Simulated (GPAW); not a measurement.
Runs of GPAW 26.7.0 on SnTe. It takes space group Fm-3m (No. 225, cubic). Conventional cell: a = 6.302 Å, b = 6.302 Å, c = 6.302 Å, α = 90.00°, β = 90.00°, γ = 90.00°. Te (site symmetry m-3m) has 6 Sn at 3.15 Å as nearest neighbours. Around Sn (site symmetry m-3m) lie 6 Te at 3.15 Å. 

```csv
task,level,potentials or basis,spin,cell,k mesh,cutoff (eV),maxiter,band path,band points,spin axis theta (degrees),spin axis phi (degrees),other keys,gap on the mesh (eV),pressure (GPa)
single point,LDA,"the program's PAW data sets (release 1.2.1) made for this functional, pw",off,as given,6 × 6 × 6,450,80,-,-,-,-,-,0.11,-2.6
band structure,PW91,"PAW data sets generated in the run's folder for this functional, pw","SOC, no magnetisation",as given,6 × 6 × 6,600,150,"GXWKGLUWLK,UX",60,0,0,-,(a),2.0
single point,PBE,"GPAW PAW data sets (gpaw-data 1.2.1), pw",off,as given,6 × 6 × 6,900,80,-,-,-,-,"several, not listed",0.11,2.0
gruneisen,AM05,"PAW data sets generated in the run's folder for this functional, pw",off,relaxed,5 × 5 × 5,510,150,-,-,-,-,-,-,0.0
```

Alike in all rows: smearing fermi-dirac 0.05 eV.

Task: Fill in the values left out.

Result: (a) 0.29.

Caveats: the cutoff is short for stress and forces, so pressures can be off by a GPa or more (some runs); spin-orbit coupling is left out, which moves the levels of the heavy elements (some runs); spin-orbit coupling was added after a scalar SCF, so levels and gaps hold it while energy, forces, pressure and moments don't (some runs); this program's spin-orbit splittings come out too wide for heavy elements (some runs); the density grid can change from cell to cell, which puts small steps into energies and stress (some runs); some modes are imaginary (some runs); the LO-TO splitting is left out (some runs).

A k mesh can miss the band edges, and rows without SOC leave out spin-orbit coupling on Sn, Te.
